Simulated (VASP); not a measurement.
SnS2 (Berndtite-2T): dielectric tensor with PBE+D3(BJ)

Crystal: SnS2 (Berndtite-2T).

```
Sn S
1.0
     3.66790    0.00000    0.00000
    -1.83395    3.17650    0.00000
     0.00000    0.00000    5.80651
Sn S
1 2
Direct
  0.00000 0.00000 0.00000
  0.33333 0.66667 0.25453
  0.66667 0.33333 0.74547
```

```yaml
Program: VASP 6.6.1
Task: dielectric tensor
Functional: PBE
Dispersion: D3(BJ)
Potentials_or_basis: VASP PAW PBE potentials, release 64 (Sn_d, S)
Cutoff: 600 eV
k_mesh: 15 × 15 × 8
Occupations: gaussian, width 0.03 eV
Spin: no spin polarisation
Monkhorst-Pack_mesh: no
Further_INCAR_settings: ALGO = Normal; EDIFF = 1e-08
```

- Band gap on the k mesh: 1.27 eV, indirect (least direct gap 1.74 eV)
- Electronic dielectric tensor (diagonal): 8.68, 8.68, 6.73
- Born charges (mean of the diagonal): Sn +3.95; S -1.98 e
- Dispersion energy per atom: -0.328 eV

Levels at points of the mesh, in eV from the valence-band top:
```csv
k point,band 11,band 12,band 13,band 14,band 15,band 16
"(0.00, 0.00, 0.00)",-0.50,-0.50,-0.01,1.73,3.52,5.31
"(0.00, 0.00, 0.50)",-0.84,-0.33,-0.33,2.97,3.59,5.01
```

Electronic dielectric tensor:
```
8.68 0.00 0.00
0.00 8.68 0.00
0.00 0.00 6.73
```

Born effective charge tensors (e):
atom 1, Sn
```
4.94 0.00 0.00
0.00 4.94 0.00
0.00 0.00 1.99
```
atom 2, S
```
-2.47  0.00  0.00
 0.00 -2.47  0.00
 0.00  0.00 -0.99
```
atom 3, S
```
-2.47  0.00  0.00
 0.00 -2.47  0.00
 0.00  0.00 -0.99
```

It took 27 min on 2 MPI ranks on AMD EPYC 7R43 64-Core Processor (Zen 3), on a shared host, peak memory 1.5 GiB a rank.

Caveat: spin-orbit coupling is left out, which moves the levels of the heavy elements; an odd mesh through Γ misses points on the zone boundary, where band edges often lie.
